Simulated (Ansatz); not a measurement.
Runs of Ansatz 0.2.0 on Al2Au. It takes space group Fm-3m (No. 225, cubic). Conventional cell: a = 6.000 Å, b = 6.000 Å, c = 6.000 Å, α = 90.00°, β = 90.00°, γ = 90.00°. Au (site symmetry m-3m) is surrounded by 8 Al at 2.60 Å. Al (site symmetry -43m) has 4 Au at 2.60 Å as nearest neighbours. 

| task | level | cutoff (eV) | points for each segment of the path | gap on the mesh (eV) | pressure (GPa) |
| --- | --- | --- | --- | --- | --- |
| band structure | HSEsol | 420 | 4 | none | -1.8 |
| single point | r2SCANh | 500 | - | none | (b) |
| single point | r2SCAN50 | 500 | - | none | -3.0 |
| single point | PBE0 | 420 | - | none | (a) |
| band structure | HSE06 | 420 | 4 | none | 0.2 |
| single point | PBEsol0 | 420 | - | none | -2.2 |
| single point | B3LYP | 420 | - | none | 3.4 |
| band structure | HSE03 | 420 | 4 | none | 0.5 |
| single point | r2SCAN0 | 500 | - | none | -1.6 |

Alike in all rows: potentials or basis Ansatz PAW; no spin polarisation; cell as given; k mesh 4 × 4 × 4; smearing fermi-dirac 0.05 eV; the mesh is coarse, so values aren't converged.

**Question.** Estimate the missing entries.

**Answer.** (a) 0.0; (b) -0.7.

Caveats: all runs use coarse meshes; the PAW data sets come from PBE, with cores solved anew for the run's functional, which leaves a small shift of forces and pressure; the thresholds are loose for stress; spin-orbit coupling is left out, which moves the levels of the heavy elements (some runs).

A k mesh can miss the band edges, and the runs leave out spin-orbit coupling on Au.

A gap of «none» marks a metal or a gap under the smearing width.
